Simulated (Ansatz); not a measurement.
# Ga in Ansatz: the effect of functional

The system is Ga.

```
Ga
1.0
     2.21533   -3.75230    0.00000
     2.21533    3.75230    0.00000
     0.00000    0.00000    4.43165
Ga
4
Direct
  0.34510 0.65490 0.41900
  0.15490 0.84510 0.91900
  0.65490 0.34510 0.58100
  0.84510 0.15490 0.08100
```

The cell isn't the ideal one: volume scaled by 0.94.

Alike in all runs:

| Item | Value |
| --- | --- |
| Program | Ansatz 0.2.0 |
| Task | single point |
| Potentials or basis | Ansatz PAW |
| k mesh | 7 × 7 × 6 |
| Occupations | fermi-dirac, width 0.05 eV |
| Spin | no spin polarisation |

| functional | cutoff | pressure (GPa) | largest force (eV/Å) |
| --- | --- | --- | --- |
| LDA | 420 eV (not typed: the program's choice for these potentials) | -0.2 | 0.15 |
| r2SCAN | 500 eV (not typed: the program's choice for these potentials) | 2.8 | 0.15 |
| PBE | 420 eV (not typed: the program's choice for these potentials) | ? | ? |

What does the run with functional PBE give?

Pressure 6.1 GPa; largest force 0.11 eV/Å.

Caveats: the PAW data sets come from PBE, with cores solved anew for the run's functional, which leaves a small shift of forces and pressure (some runs).
